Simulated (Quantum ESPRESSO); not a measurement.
GaN under changes of volume

One of the cells (11.444 Å³/atom); the others are scaled copies at fixed shape and fractional positions:

```
Ga N
1.0
     0.00000    2.25350    2.25350
     2.25350    0.00000    2.25350
     2.25350    2.25350    0.00000
Ga N
1 1
Direct
  0.00000 0.00000 0.00000
  0.25000 0.25000 0.25000
```

The cell is a database's computed one.

* Program: Quantum ESPRESSO 7.5
* Functional: vdW-DF
* Potentials or basis: PseudoDojo 0.4.1 SR PBE standard
* Cutoff: 1143 eV
* Density cutoff: 4572 eV
* k mesh: 10 × 10 × 10
* Occupations: fermi-dirac, width 0.05 eV
* Spin: no spin polarisation

| volume (Å³/atom) | energy over the lowest point (meV/atom) | pressure (GPa) | gap on the mesh (eV) |
| --- | --- | --- | --- |
| 10.757 | 89.05 | 23.9 | 2.30 |
| 10.986 | 58.69 | 18.7 | 2.16 |
| 11.215 | 35.41 | 14.0 | 2.02 |
| 11.444 | 18.50 | 9.7 | 1.88 |
| 11.673 | 7.33 | 5.9 | 1.75 |
| 11.902 | ? | ? | ? |
| 12.131 | 0.00 | -0.6 | 1.48 |

**Question.** What does the run at 11.902 Å³/atom give?

**Answer.** Energy over the lowest point 1.33 meV/atom; pressure 2.5 GPa; gap on the mesh 1.61 eV.

Worked out: A Birch-Murnaghan fit of order 3 (a polynomial in V^(-2/3)) to the other rows has its minimum at 12.09 Å³/atom with B0 = V·E''(V) = 158 GPa and B' = 4.4. It gives 1.33 meV/atom at 11.902 Å³/atom, against the run's 1.33, and -dE/dV = 2.5 GPa, against 2.5. A straight line through the other rows of the gap, of slope -6.82 eV per unit of ln V (its deformation potential), gives 1.61 eV, against the run's 1.61.

Energies are extrapolated to zero smearing.

Caveats: the potentials were made for another functional, which shifts forces and pressure.

Spin-orbit coupling on Ga is left out.
